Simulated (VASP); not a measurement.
PtS2:

```
Pt S
1.0
     3.54320    0.00000    0.00000
    -1.77160    3.06850    0.00000
     0.00000    0.00000    5.03880
Pt S
1 2
Cartesian
  0.0000 0.0000 0.0000
  1.7716 1.0228 3.8950
  0.0000 2.0457 1.1438
```

Base run:

| Item | Value |
| --- | --- |
| Program | VASP 6.6.1 |
| Functional | PBE |
| Potentials or basis | VASP PAW PBE potentials, release 64 (Pt, S) |
| Cutoff | 520 eV |
| k mesh | 9 × 9 × 5 |
| Occupations | fermi-dirac, width 0.05 eV |
| Spin | no spin polarisation |

Its results: band gap on the k mesh 1.03 eV, indirect (least direct gap 1.08 eV); electronic dielectric tensor (diagonal) 18.14, 18.14, 9.58.

Problem. The run is repeated on the same cell with these changes: functional from PBE to LDA; potentials or basis from VASP PAW PBE potentials, release 64 (Pt, S) to VASP PAW LDA potentials, release 64 (Pt, S). What comes out?

Solution. Band gap on the k mesh 0.91 eV, indirect (least direct gap 0.96 eV); electronic dielectric tensor (diagonal) 19.38, 19.38, 10.92.

Caveats: spin-orbit coupling is left out, which moves the levels of the heavy elements; an odd mesh through Γ misses points on the zone boundary, where band edges often lie.
